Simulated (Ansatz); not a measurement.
(101) slab cut from the bulk of TiAl, 15 Å of vacuum:

```
CELL_PARAMETERS angstrom
2.82209 0.00000 0.00000
0.00000 4.95825 0.00000
0.00000 0.00000 24.28151
ATOMIC_POSITIONS crystal
Ti 0.00000 0.32396 0.30888
Al 0.50000 0.82396 0.30888
Ti 0.00000 0.64791 0.40444
Al 0.50000 0.14791 0.40444
Ti 0.00000 0.97187 0.50000
Al 0.50000 0.47187 0.50000
Ti 0.00000 0.29582 0.59556
Al 0.50000 0.79582 0.59556
Ti 0.00000 0.61978 0.69112
Al 0.50000 0.11978 0.69112
```

These are results of DFT PBE, scalar-relativistic, plane waves, PAW (Ansatz 0.2.0), not measurements. Plane waves to 420 eV, a k mesh through Γ of 12×7×1 on the computed 10-atom cell and Gaussian smearing (0.10 eV); no spin polarisation. The cell repeats along c with a dipole correction in the vacuum.

This base run converges in 9 iterations with a largest force of 0.399 eV/Å and a work function of 4.19 eV on the top face.

One setting at a time is then changed, some of them on purpose to poor values; changes count from the base run, energies are extrapolated to zero smearing, γ keeps the base's bulk energy, atoms stay where they are, and risky runs are capped at 50 to 100 iterations.

Q: What does each change do? occupations gaussian 1.5 eV; occupations gaussian 0.5 eV; occupations fermi-dirac 0.025 eV; field of 0.6 V/Å along c; k mesh 1×7×1; k mesh 6×3×1; vacuum of 3 Å.

A:
```csv
change,outcome,SCF iterations,ΔE (meV/atom),Δγ (J/m²),Δφ top (eV),largest force (eV/Å),largest change of a force (eV/Å)
occupations gaussian 1.5 eV,converged,8,-23.6,-0.135,+0.19,0.333,0.394
occupations gaussian 0.5 eV,converged,8,-2.7,-0.016,+0.05,0.405,0.073
occupations fermi-dirac 0.025 eV,converged,9,-0.1,0.000,0.00,0.397,0.008
field of 0.6 V/Å along c,converged with warnings,12,-18.1,,,0.426,0.048
k mesh 1×7×1,converged,15,-1713.9,-9.812,+0.85,1.894,2.281
k mesh 6×3×1,converged,9,+6.7,+0.038,-0.01,0.341,0.099
vacuum of 3 Å,converged with warnings,15,-199.4,-1.141,,0.892,1.285
```

Spin polarisation was left out, and a magnetic state may lie lower. In some of the runs (vacuum 3) charge leaks into the vacuum, so their work functions can be off.

Cost: 8 runs of about 10 core-minutes in all, on Intel Xeon Processor @ 2.50GHz (Skylake/Cascade Lake) (shared hosts).